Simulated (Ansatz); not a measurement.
Molecular dynamics on a 2×2×1 supercell (16 atoms) of MgS (wurtzite), relaxed with r2SCAN. Forces come from PBE in the PAW code Ansatz: a Nosé-Hoover thermostat at fixed volume, 300 K, steps of 1 fs. Spin polarisation is off, nuclei are classical, and the run is far too short for thermal averages. The structure comes from a prototype and may be hypothetical.

```yaml
crystal:
  lattice:
    - [8.0572512641, 0.0, 0.0]
    - [-4.028625632, 6.9777842794, 0.0]
    - [0.0, 0.0, 6.4543927776]
  atoms:
    - { symbol: Mg, position: [0.1666666667, 0.3333333333, -0.0028727191] }
    - { symbol: Mg, position: [0.3333333333, 0.1666666667, 0.4971272809] }
    - { symbol: S, position: [0.1666666667, 0.3333333333, 0.3778727191] }
    - { symbol: S, position: [0.3333333333, 0.1666666667, 0.8778727191] }
    - { symbol: Mg, position: [0.1666666667, 0.8333333333, -0.0028727191] }
    - { symbol: Mg, position: [0.3333333333, 0.6666666667, 0.4971272809] }
    - { symbol: S, position: [0.1666666667, 0.8333333333, 0.3778727191] }
    - { symbol: S, position: [0.3333333333, 0.6666666667, 0.8778727191] }
    - { symbol: Mg, position: [0.6666666667, 0.3333333333, -0.0028727191] }
    - { symbol: Mg, position: [0.8333333333, 0.1666666667, 0.4971272809] }
    - { symbol: S, position: [0.6666666667, 0.3333333333, 0.3778727191] }
    - { symbol: S, position: [0.8333333333, 0.1666666667, 0.8778727191] }
    - { symbol: Mg, position: [0.6666666667, 0.8333333333, -0.0028727191] }
    - { symbol: Mg, position: [0.8333333333, 0.6666666667, 0.4971272809] }
    - { symbol: S, position: [0.6666666667, 0.8333333333, 0.3778727191] }
    - { symbol: S, position: [0.8333333333, 0.6666666667, 0.8778727191] }
kpoints:
  mp_grid: { grid: [3, 3, 2] }
hamiltonian:
  xc: pbe
scf:
  occupations: { method: fermi_dirac, width: 0.026 }
md:
  ensemble: nvt_nose_hoover
  temperature: 300
  timestep: 1.0
  n_steps: 40
  initial_velocities: maxwell_boltzmann
  seed: 3471
```

Command: `ansatz run input.yaml --threads 4 --pin off --max-ram 3686MiB --backend cpu --events-out ev --progress --plain --runs-dir out`.

Q: It ran on 4 threads of Arm Neoverse N1 (shared host). About how long did it take, and how much host memory at the peak?

A: About 4.2 min, with a peak of 1 GiB.

```
step  t (fs)  T (K)  free energy F from step 0 (meV/atom)  kinetic energy (meV/atom)  largest force (eV/Å)
   0       0    300                                   0.0                       36.4                  0.00
   1       1    299                                   0.1                       36.3                  0.08
   2       2    297                                   0.4                       36.0                  0.16
   3       3    293                                   0.9                       35.5                  0.24
   4       4    287                                   1.6                       34.8                  0.32
   5       5    280                                   2.4                       33.9                  0.40
   6       6    272                                   3.4                       32.9                  0.48
   7       7    262                                   4.6                       31.7                  0.57
   8       8    251                                   6.0                       30.4                  0.64
   9       9    239                                   7.4                       29.0                  0.72
  10      10    226                                   8.9                       27.4                  0.80
  11      11    213                                  10.6                       25.8                  0.87
  12      12    199                                  12.3                       24.1                  0.94
  13      13    185                                  14.0                       22.4                  1.01
  14      14    171                                  15.7                       20.7                  1.08
  15      15    157                                  17.4                       19.0                  1.14
  16      16    144                                  19.0                       17.4                  1.20
  17      17    131                                  20.6                       15.8                  1.25
  18      18    118                                  22.1                       14.4                  1.30
  19      19    107                                  23.5                       13.0                  1.34
  20      20     97                                  24.7                       11.8                  1.38
  21      21     89                                  25.8                       10.7                  1.41
  22      22     81                                  26.7                        9.8                  1.43
  23      23     75                                  27.4                        9.1                  1.45
  24      24     71                                  27.9                        8.6                  1.46
  25      25     68                                  28.3                        8.3                  1.46
  26      26     67                                  28.5                        8.1                  1.46
  27      27     67                                  28.4                        8.2                  1.45
  28      28     69                                  28.2                        8.4                  1.44
  29      29     72                                  27.9                        8.8                  1.42
  30      30     77                                  27.3                        9.3                  1.39
  31      31     83                                  26.7                       10.0                  1.36
  32      32     90                                  25.9                       10.8                  1.33
  33      33     97                                  25.0                       11.8                  1.29
  34      34    106                                  24.0                       12.8                  1.24
  35      35    115                                  22.9                       13.9                  1.20
  36      36    124                                  21.8                       15.1                  1.15
  37      37    134                                  20.7                       16.2                  1.09
  38      38    144                                  19.6                       17.4                  1.04
  39      39    153                                  18.5                       18.6                  0.98
  40      40    163                                  17.4                       19.8                  0.92
```

The temperature starts at 300 K, is lowest at step 26 (67 K, 26 fs) and ends at 163 K. The thermostat hasn't had time to restore it. The atoms start on their lattice sites with kinetic energy alone, so much of it first passes into potential energy. By the last step the atoms have moved 0.10 Å in the root mean square, the drift of the whole cell taken out, 0.16 Å at most.

Positions (Å) and forces (eV/Å) at step 40:
```
Mg  -0.034   2.279   0.067    -0.009   0.077  -0.352
Mg   2.058   1.149   3.263     0.265   0.320  -0.182
S    0.053   2.311   2.474     0.232   0.567   0.004
S    1.941   1.101   5.689     0.374   0.063   0.070
Mg  -1.986   5.728  -0.078    -0.135   0.026  -0.027
Mg  -0.027   4.739   3.163    -0.352  -0.288   0.047
S   -2.123   5.892   2.365     0.420  -0.404   0.213
S    0.053   4.594   5.631    -0.098   0.083   0.157
Mg   4.018   2.218   0.014    -0.082   0.290  -0.097
Mg   6.126   1.217   3.210    -0.031   0.080   0.081
S    4.174   2.363   2.481    -0.890   0.051  -0.237
S    6.040   1.123   5.602     0.016   0.271   0.539
Mg   2.039   5.850  -0.005    -0.041  -0.336   0.021
Mg   3.959   4.703   3.219     0.033  -0.045  -0.219
S    1.941   5.940   2.482     0.288  -0.577  -0.460
S    4.007   4.608   5.625     0.011  -0.177   0.440
```
